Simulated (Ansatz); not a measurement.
Wanted: the native input for an Ansatz 0.2.0 run.

```
Task                : single point
Functional          : PBE
Potentials or basis : Ansatz PAW
Cutoff              : 420 eV (not typed: the program's choice for these potentials)
k mesh              : 11 × 11 × 11
Occupations         : gaussian, width 0.022 eV
Spin                : no spin polarisation
```

Crystal: Ag.

```xyz
1
Lattice="-1.6557 1.6557 1.6557 1.6557 -1.6557 1.6557 1.6557 1.6557 -1.6557" Properties=species:S:1:pos:R:3 pbc="T T T"
Ag    0.0000    0.0000    0.0000
```

This isn't the form of Ag at room conditions, which is fcc.

The input as run:

input.yaml

```yaml
crystal:
  lattice:
    - [-1.655654, 1.655654, 1.655654]
    - [1.655654, -1.655654, 1.655654]
    - [1.655654, 1.655654, -1.655654]
  atoms:
    - { symbol: Ag, position: [0.0, 0.0, 0.0] }
hamiltonian:
  xc: pbe
  pseudopotentials: { kind: paw }
kpoints:
  mp_grid: { grid: [11, 11, 11] }
scf:
  occupations: { method: gaussian, width: 0.022 }
output:
  forces: true
  stress: true
  eigenvalues: true
```

Potentials or basis: Ansatz PAW.

Run with:

```sh
$ ansatz run input.yaml --threads 2 --pin off --max-ram 5632MiB --backend cpu --events-out ev --progress --plain --runs-dir out
```

It gave:

The pressure is -0.8 GPa and the band gap on the k mesh is none (metal or under the smearing width).

Run time: 0.54 s on 2 threads of Arm Neoverse V1 (shared host), peak memory 0.26 GiB.
